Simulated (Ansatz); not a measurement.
# BAs: a single-point run

Aim: a sound single-point run of BAs. The structure is shown as the input types it.

Computed with Ansatz 0.2.0 (DFT, PBE, all-electron PAW with datasets made for the crystal, scalar-relativistic, unless a step's input says otherwise).

2 further runs of the same task are left out: 2 that didn't finish. Runs told in other sessions of the task aren't counted.

## (1) The system as given

Symmetry: I-4m2, No. 119, tetragonal system. The conventional cell has a = 2.412 Å, b = 2.412 Å, c = 3.344 Å, α = 90.00°, β = 90.00°, γ = 90.00°. B (site symmetry -4m2) has 4 As at 1.47 Å in its first shell of neighbours. As (site symmetry -4m2) has 4 B at 1.47 Å in its first shell of neighbours.

As a file:

```xyz
2
Lattice="0.0000 1.7054 1.6720 1.7054 0.0000 1.6720 1.7054 1.7054 0.0000" Properties=species:S:1:pos:R:3 pbc="T T T"
B     0.0000    0.0000    0.0000
As    2.5581    2.5581    2.5079
```

## (2) Input and run

The input, input.yaml:

```yaml
crystal:
  lattice:
    - [0.0, 1.705389, 1.67195]
    - [1.705389, 0.0, 1.67195]
    - [1.705389, 1.705389, 0.0]
  atoms:
    - { symbol: B, position: [0.0, 0.0, 0.0] }
    - { symbol: As, position: [0.75, 0.75, 0.75] }
kpoints:
  mp_grid: { grid: [15, 15, 15] }
scf:
  occupations: { method: fermi_dirac, width: 0.03 }
  max_iter: 100
hamiltonian:
  xc: pbe
  pseudopotentials: { kind: all_electron, datasets: crystal }
output:
  forces: true
  stress: true
  eigenvalues: true
  efg: { contact_densities: true }
```

Launch:

```
ansatz run input.yaml --threads 1 --pin off --max-ram 2048MiB --backend cpu --events-out ev --progress --plain --runs-dir out
```

**Question.** How will this run end, and is anything wrong with its input?

This run ends as converged, with warnings (crystal datasets made). It gives a pressure of 1047 GPa, which is large; a structure far from rest gives such values too, whatever the setting.

The structure is squeezed far below its natural size. The shortest distance in the input is 1.47 Å, between atoms 1 (B) and 2 (As).

Remedy: restore the intended size.
